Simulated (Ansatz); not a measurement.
Given:

SrF$_{2}$ (fluorite, Fm-3m), a = b = c = 5.811 Å, α = β = γ = 90.00°; the cell used has 3 atoms.

This is the HSE06-relaxed structure.

Task: All from the program Ansatz at the HSE06 level (PAW), unless another level is named. Estimate the smallest direct gap on the standard path.

Result: 9.06 eV.

Task: What about the gap with spin–orbit coupling?

Result: 8.96 eV (at the special points and the edges found without it).

Task: Predict the conduction-band minimum.

Result: at Γ.

Task: Give the valence-band maximum.

Result: at X.

The cell was relaxed with HSE06 under the symmetry of its start. The hybrid was solved on a coarse mesh, the path and, where they were found, the r²SCAN edge points; its band edges are the extreme levels among these. Spin–orbit coupling is left out wherever it is not named.

Potentials: the later of the program's two PAW sets.
